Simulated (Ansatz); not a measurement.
Write the native input for Ansatz 0.2.0 that does the following.

| Quantity | Value |
| --- | --- |
| Task | single point |
| Functional | PBE |
| Potentials or basis | Ansatz NC |
| Cutoff | 1240 eV (not typed: the program's choice for these potentials) |
| k mesh | 6 × 6 × 9 |
| Occupations | fermi-dirac, width 0.05 eV |
| Spin | no spin polarisation |

The system is TaN.

```xyz
6
Lattice="5.1910 0.0000 0.0000 -2.5955 4.4955 0.0000 0.0000 0.0000 2.9080" Properties=species:S:1:pos:R:3 pbc="T T T"
Ta    2.5955    1.4985    1.4540
Ta    0.0000    2.9970    1.4540
Ta    0.0000    0.0000    0.0000
N    -1.2977    2.2478    0.0000
N     1.2977    2.2478    0.0000
N     2.5955    0.0000    0.0000
```

One way to write it, as run:

input.yaml

```yaml
crystal:
  lattice:
    - [5.191, 0.0, 0.0]
    - [-2.5955, 4.495537871, 0.0]
    - [0.0, 0.0, 2.908]
  atoms:
    - { symbol: Ta, position: [0.6666666667, 0.3333333333, 0.5] }
    - { symbol: Ta, position: [0.3333333333, 0.6666666667, 0.5] }
    - { symbol: Ta, position: [0.0, 0.0, 0.0] }
    - { symbol: "N", position: [0.0, 0.5, 0.0] }
    - { symbol: "N", position: [0.5, 0.5, 0.0] }
    - { symbol: "N", position: [0.5, 0.0, 0.0] }
hamiltonian:
  xc: pbe
  pseudopotentials: { kind: nc }
kpoints:
  mp_grid: { grid: [6, 6, 9] }
scf:
  occupations: { method: fermi_dirac, width: 0.05 }
output:
  forces: true
  stress: true
  eigenvalues: true
```

Potentials or basis: Ansatz NC.

The run is started by

```bash
$ ansatz run input.yaml --threads 2 --pin off --max-ram 5632MiB --backend cpu --events-out ev --progress --plain --runs-dir out
```

Results of the run:

- Pressure: 9.9 GPa
- Band gap on the k mesh: none (metal or under the smearing width)

It took 18 s on 2 threads of Arm Neoverse V1, on a shared host, peak memory 0.71 GiB.
